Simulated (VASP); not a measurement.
KBr:

```
Br K
1.0
     0.00000    3.30000    3.30000
     3.30000    0.00000    3.30000
     3.30000    3.30000    0.00000
Br K
1 1
Direct
  0.50000 0.50000 0.50000
  0.00000 0.00000 0.00000
```

Base run:

* Program: VASP 6.6.1
* Functional: PBE
* Potentials or basis: VASP PAW PBE potentials, release 64 (Br, K_sv)
* Cutoff: 520 eV
* k mesh: 7 × 7 × 7
* Occupations: fermi-dirac, width 0.05 eV
* Spin: no spin polarisation

Its results: band gap on the k mesh 4.43 eV, direct; pressure 0.8 GPa.

The run is repeated on the same cell with these changes: functional from PBE to PBEsol. What comes out?

Band gap on the k mesh 4.28 eV, direct; pressure -0.3 GPa.

PBEsol binds more tightly than PBE, so the same cell stands under less pressure.

Caveats: an odd mesh through Γ misses points on the zone boundary, where band edges often lie; the PAW data sets were made with another functional, which shifts forces and pressure a little (some runs).

Not every run made on this cell is shown here.
